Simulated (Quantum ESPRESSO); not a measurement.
TePb:

```
CELL_PARAMETERS angstrom
4.00229 0.00000 0.00000
0.00000 4.00229 0.00000
0.00000 0.00000 4.00229
ATOMIC_POSITIONS crystal
Pb 0.00000 0.00000 0.00000
Te 0.50000 0.50000 0.50000
```

Measurements of this composition are mostly on another form, of space group No. 225.

Base run:

```yaml
Program: Quantum ESPRESSO 7.5
Functional: PBE
Potentials_or_basis: PseudoDojo 0.4.1 SR PBE standard
Cutoff: 1088 eV
Density_cutoff: 4354 eV
k_mesh: 7 × 7 × 7
Occupations: fermi-dirac, width 0.05 eV
Spin: no spin polarisation
```

Its results: band gap on the k mesh none (metal or under the smearing width); pressure 0.0 GPa.

**Question.** The run is repeated on the same cell with these changes: potentials or basis from PseudoDojo 0.4.1 SR PBE standard to SG15 PBE 1.2; cutoff from 1088 eV to 952 eV; density cutoff from 4354 eV to 3810 eV; k mesh from 7 × 7 × 7 to 4 × 4 × 4. What comes out?

**Answer.** Band gap on the k mesh none (metal or under the smearing width); pressure 0.5 GPa.

Caveats: some runs use coarse meshes; some levels on the path didn't converge (some runs); spin-orbit coupling is left out, which moves the levels of the heavy elements (some runs).
